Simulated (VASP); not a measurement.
SnSe, 2 atoms in the cell. Symmetry: Imm2, No. 44, orthorhombic system. Conventional cell: a = 4.616 Å, b = 4.899 Å, c = 6.728 Å, α = 90.00°, β = 90.00°, γ = 90.00°. Sn (site symmetry mm2) is surrounded by 4 Se at 2.90 to 2.93 Å. Se (site symmetry mm2) is surrounded by 4 Sn at 2.90 to 2.93 Å. The cell was built by a generator and needn't be a form met in nature. The cell isn't the ideal one: shear_xy strain -6.0%.

```yaml
Program: VASP 6.6.1
Task: single point
Functional: HSE06
Potentials_or_basis: VASP PAW PBE potentials, release 64 (Sn_d, Se)
Cutoff: 520 eV
k_mesh: 4 × 4 × 4
Occupations: fermi-dirac, width 0.02 eV
Spin: no spin polarisation
Dipole_correction: no
Exchange_at_q_=_0: truncated
Grid_for_exact_exchange_PRECFOCK: Normal
Screening_parameter: 0.2079 1/A
Further_INCAR_settings: ALGO = Normal; EDIFF = 1e-06; NBANDS = 17
```

Potentials or basis: VASP PAW PBE potentials, release 64 (Sn_d, Se).

Run with:

```console
$ cat potpaw_PBE.64/Sn_d/POTCAR potpaw_PBE.64/Se/POTCAR > POTCAR
$ cp INCAR.step1 INCAR
$ mpirun -np 1 vasp_std > vasp.out
$ cp INCAR.step2 INCAR
$ mpirun -np 1 vasp_std > vasp.out
```

Hardware: 1 thread of Intel(R) Xeon(R) 6975P-C (Granite Rapids), with other jobs on the host.

Task: Estimate the wall time of this run.

Result: Run time: 15 min on 1 thread of Intel(R) Xeon(R) 6975P-C (Granite Rapids) (shared host), peak memory 0.34 GiB. Counts: scf iterations 8, k points 18.
